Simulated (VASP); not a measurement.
Runs of VASP 6.6.1 on WS2 (Tungstenite). It takes space group P6_3/mmc (No. 194, hexagonal). Conventional cell: a = 3.180 Å, b = 3.180 Å, c = 12.500 Å, α = 90.00°, β = 90.00°, γ = 120.00°. W (site symmetry -6m2) has 6 S at 2.41 Å as nearest neighbours. S (site symmetry 3m) has 3 W at 2.41 Å as nearest neighbours. 

```csv
task,level,potentials or basis,cell,k mesh,cutoff (eV),smearing,ladder,GW scheme,GW iterations,cutoff of the response function,frequency points,mesh quality,gap on the mesh (eV),pressure (GPa),relaxed volume (Å³/atom),largest force (eV/Å)
Born charges and dielectric tensor,PBE,"VASP PAW PBE potentials, release 64 (W_sv, S)",as given,10 × 10 × 4,520,gaussian 0.02 eV,gaps,-,-,-,-,not flagged,1.14,-,-,-
single point,PBE,"VASP PAW PBE potentials, release 64 (W_sv_GW, S_GW)",as given,10 × 10 × 3,550,gaussian 0.05 eV,-,-,-,-,-,not flagged,1.12,1.9,-,0.14
relaxation of cell and atoms,PBE+D3(BJ),"VASP PAW PBE potentials, release 64 (W_sv, S)",relaxed,8 × 8 × 4,600,gaussian 0.02 eV,gaps,-,-,-,-,not flagged,1.06,0.0,(b),-
band structure,r2SCAN,"VASP PAW PBE potentials, release 64 (W_sv, S)",as given,10 × 10 × 4,520,gaussian 0.02 eV,gaps,-,-,-,-,not flagged,1.24,0.4,-,(c)
band structure,PBE,"VASP PAW PBE potentials, release 64 (W_sv, S)",as given,10 × 10 × 4,520,gaussian 0.02 eV,gaps,-,-,-,-,not flagged,1.14,-,-,-
single point,PBEsol,"VASP PAW PBE potentials, release 64 (W_sv, S)",as given,10 × 10 × 3,520,fermi-dirac 0.05 eV,free,-,-,-,-,not flagged,1.09,-2.6,-,0.13
relaxation of cell and atoms,PBEsol,"VASP PAW PBE potentials, release 64 (W_sv, S)",relaxed,8 × 8 × 4,600,gaussian 0.02 eV,gaps,-,-,-,-,not flagged,1.21,0.1,(d),0.02
band structure,TB-mBJ,"VASP PAW PBE potentials, release 64 (W_sv, S)",as given,10 × 10 × 4,520,gaussian 0.02 eV,gaps,-,-,-,-,not flagged,(a),-,-,-
```

Alike in all rows: no spin polarisation.

**Question.** Estimate the missing entries.

**Answer.** (a) 1.38; (b) 17.43; (c) 0.09; (d) 17.93.

Caveats: spin-orbit coupling is left out, which moves the levels of the heavy elements; this functional lacks dispersion, which binds the layers, so the pressure and a relaxed spacing across them are unreliable (some runs); the PAW data sets were made with another functional, which shifts forces and pressure a little (some runs); an odd mesh through Γ misses points on the zone boundary, where band edges often lie (some runs); the mesh misses the band edges, which the band path finds closer together (some runs).

A k mesh can miss the band edges, and the runs leave out spin-orbit coupling on W.

Not every run made on this cell is shown here.
